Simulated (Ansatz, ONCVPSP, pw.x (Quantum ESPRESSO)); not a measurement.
# From atom to crystal: ONCV potential for boron (B)

```json
{"Element": "boron", "Generator": "ONCVPSP 4.0.1.1 (patched build)", "Type": "optimised norm-conserving Vanderbilt (ONCV)", "Functional": "PBE", "Relativity": "scalar-relativistic", "Frozen core": "[He]", "Valence charge": "3", "Reference configuration": "2s2 2p1", "Partial waves": "2s: rc 1.40 bohr, ncon 4, nbas 7, qcut 4 1/bohr, local; 2p: rc 3.85 bohr, ncon 4, nbas 8, qcut 3.8 1/bohr, 2 projectors, debl 1.3 Ha; d scattering state at 0.09 Ha: rc 4.00 bohr, ncon 4, nbas 8, qcut 2.6 1/bohr, 1 projector", "Local potential": "the s channel", "Core correction": "Teter function, fcfact 5.75, rcfact 1.25"}
```

Atomic tests: cutoffs needed: 21 Ha and 54 Ha (the cutoffs (Ha) at which the residual kinetic energy of the hardest occupied pseudo-wave falls to 1 and 0.1 mHa per electron); ghost test: no bound ghost flagged; no localised positive-energy state flagged; largest excitation error: +634 meV (all-electron minus pseudo) for 2s1 2p0, out of 4 test configurations.

Crystal test: bcc B in pw.x 7.5, no spin, 18³ k-points, Fermi–Dirac smearing 0.01 Ry, cutoffs 130/520 Ry. The reference is all-electron LAPW (Ansatz 0.2.0) with the same functional, mesh and smearing; V0 and B0 come from Birch–Murnaghan fits to the pressures at five volumes. Errors are pseudo minus all-electron; Δ is the rms difference of the E(V) curves that follow from these fits, minima aligned, over ±6 % about the mean V0. Mesh and smearing are coarse, so the numbers serve the comparison and aren't converged zero-temperature values; the lattice is a test structure that the element need not adopt.

All-electron: a0 = 2.308 Å (V0 = 6.15 Å³/atom), B0 = 225.7 GPa.

**Question.** How far does the potential miss the all-electron equation of state?

**Answer.** converged, but broken (pressure over 100 GPa off). The pressure does not cross zero within the volumes sampled, so no fit is given. The largest radius (4.00 bohr) exceeds half the bond length (1.89 bohr), so the spheres overlap, which is one possible source of error among others. The pseudo pressure rises with volume over the whole range, a mechanical instability. A pressure error of this size marks a broken potential; the numbers have no physical meaning.

```csv
V (Å³/atom),P all-electron (GPa),P pseudo (GPa)
5.869,11.78,-250.19
6.024,4.93,-243.38
6.178,-1.02,-236.07
6.332,-6.17,-228.38
6.487,-10.61,-220.44
```

**Question.** At the middle volume, how do free energy and pressure move when the wave cutoff is lowered (ecutrho kept at four times it)?

**Answer.**

| cutoff (Ry) | shift of F (meV/atom) | shift of P (GPa) |
| --- | --- | --- |
| 58 | +20.9 | -0.00 |
| 78 | +17.8 | -0.45 |
| 104 | +4.5 | -0.59 |

The run at the middle volume (195 k-points, 7 iterations) took about 8.6 s on one core of a shared host (AMD EPYC 9R45 96-Core Processor, 96 threads, 376 GiB, load 27).
